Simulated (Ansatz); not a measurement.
Wanted: the native input for an Ansatz 0.2.0 run.

- Task: band structure
- Functional: RPBE
- Potentials or basis: Ansatz PAW
- Cutoff: 420 eV (not typed: the program's choice for these potentials)
- k mesh: 6 × 6 × 8
- Occupations: fermi-dirac, width 0.05 eV
- Spin: no spin polarisation
- Path: [["G", "X", "M", "G", "Z", "R", "A", "Z"], ["X", "R"], ["M", "A"]]
- Points for each segment of the path: 14

Crystal: SnO2 (Cassiterite).

```
CELL_PARAMETERS angstrom
4.73800 0.00000 0.00000
0.00000 4.73800 0.00000
0.00000 0.00000 3.18650
ATOMIC_POSITIONS crystal
Sn 0.50000 0.50000 0.50000
Sn 0.00000 0.00000 0.00000
O 0.80710 0.19290 0.50000
O 0.69290 0.69290 0.00000
O 0.19290 0.80710 0.50000
O 0.30710 0.30710 0.00000
```

One way to write it, as run:

input.yaml

```yaml
crystal:
  lattice:
    - [4.738, 0.0, 0.0]
    - [0.0, 4.738, 0.0]
    - [0.0, 0.0, 3.1865]
  atoms:
    - { symbol: Sn, position: [0.5, 0.5, 0.5] }
    - { symbol: Sn, position: [0.0, 0.0, 0.0] }
    - { symbol: O, position: [0.8071, 0.1929, 0.5] }
    - { symbol: O, position: [0.6929, 0.6929, 0.0] }
    - { symbol: O, position: [0.1929, 0.8071, 0.5] }
    - { symbol: O, position: [0.3071, 0.3071, 0.0] }
hamiltonian:
  xc: rpbe
  pseudopotentials: { kind: paw }
kpoints:
  mp_grid: { grid: [6, 6, 8] }
  band_path:
    path:
      - [[0.0, 0.0, 0.0], [0.0, 0.5, 0.0], [0.5, 0.5, 0.0], [0.0, 0.0, 0.0], [0.0, 0.0, 0.5], [0.0, 0.5, 0.5], [0.5, 0.5, 0.5], [0.0, 0.0, 0.5]]
      - [[0.0, 0.5, 0.0], [0.0, 0.5, 0.5]]
      - [[0.5, 0.5, 0.0], [0.5, 0.5, 0.5]]
    npoints: 14
scf:
  occupations: { method: fermi_dirac, width: 0.05 }
  n_extra_bands: 15
output:
  forces: true
  stress: true
  eigenvalues: true
  fatbands: false
```

Potentials or basis: Ansatz PAW.

Command:

```bash
$ ansatz run input.yaml --threads 2 --pin off --max-ram 5632MiB --backend cpu --events-out ev --progress --plain --runs-dir out
```

It gave:

```
Pressure                : 15.4 GPa
Largest force           : 0.307 eV/Å
Band gap on the k mesh  : 1.37 eV, direct
Band gap along the path : 1.37 eV, direct
```

Caveat: so large a pressure means that the cell lies far from this level's equilibrium, or that cutoff or potentials fall short; the pressure holds a Pulay correction of +0.8 GPa for the finite cutoff; spin-orbit coupling is left out, which moves the levels of the heavy elements; the PAW data sets come from PBE, with cores solved anew for the run's functional, which leaves a small shift of forces and pressure.

Wall time 16 s on 2 threads of Intel(R) Xeon(R) Processor @ 2.50GHz (Skylake/Cascade Lake), on a shared host, peak memory 0.46 GiB.
